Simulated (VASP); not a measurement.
Here is a VASP 6.6.1 calculation.

File INCAR:

```
SYSTEM = Si
PREC = Accurate
ENCUT = 600
EDIFF = 1E-6
ISMEAR = -1
SIGMA = 0.05
LREAL = .FALSE.
LASPH = .TRUE.
NELM = 80
ALGO = Fast
ISIF = 3
LWAVE = .FALSE.
LCHARG = .FALSE.
IBRION = 2
NSW = 60
EDIFFG = -0.01
```

The input KPOINTS:

```
Automatic mesh
0
G
  8 8 10
  0 0 0
```

File POSCAR:

```
Si
1.0
    4.1209500000      0.0000000000      0.0000000000
   -2.0604700000      3.5688500000      0.0000000000
    0.0000000000      0.0000000000      2.6547900000
Si
2
Direct
    0.3333300000      0.6666700000      0.5000000000
    0.6666700000      0.3333300000      0.5000000000
```

Potentials or basis: VASP PAW LDA potentials, release 64 (Si).

Run with:

```bash
$ cat potpaw_LDA.64/Si/POTCAR > POTCAR
$ mpirun -np 1 vasp_std > vasp.out
```

What does it give for the relaxed volume?

18.81 Å³/atom.

Predict the space group after relaxing (to 0.05 Å).

P6/mmm (No. 191).

The path:
```
step  energy change (eV)  largest force (eV/Å)  pressure (GPa)  volume (Å³)
   1              0.0000                0.0005           -3.16        39.04
   2             -0.0114                0.0003            1.72        36.91
   3             -0.0149                0.0000            0.02        37.59
   4             -0.0149                0.0000           -0.06        37.61
   5             -0.0150                0.0001           -0.07        37.62
   6             -0.0150                0.0001           -0.07        37.62
```
